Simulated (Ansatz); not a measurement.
Runs of Ansatz 0.2.0 on BAs. It takes space group Pm-3m (No. 221, cubic). Conventional cell: a = 3.236 Å, b = 3.236 Å, c = 3.236 Å, α = 90.00°, β = 90.00°, γ = 90.00°. Around B (site symmetry m-3m) lie 8 As at 2.80 Å. As (site symmetry m-3m) is surrounded by 8 B at 2.80 Å. The cell was built by a generator and needn't be a form met in nature.

```csv
level,cutoff (eV),gap on the mesh (eV),pressure (GPa)
revPBE,420,none,(b)
BLYP,420,none,-8.0
PBEsol,420,none,-17.7
LDA,420,none,-18.8
r2SCAN,500,none,(a)
```

Alike in all rows: task band structure; potentials or basis Ansatz PAW; no spin polarisation; cell as given; k mesh 8 × 8 × 8; smearing fermi-dirac 0.05 eV.

Problem. Fill in the values left out.

Solution. (a) -14.8; (b) -13.8.

Caveats: the PAW data sets come from PBE, with cores solved anew for the run's functional, which leaves a small shift of forces and pressure.

A k mesh can miss the band edges, and the runs leave out spin-orbit coupling on As.

A gap of «none» marks a metal or a gap under the smearing width.

Runs at the PBE level aren't shown here.
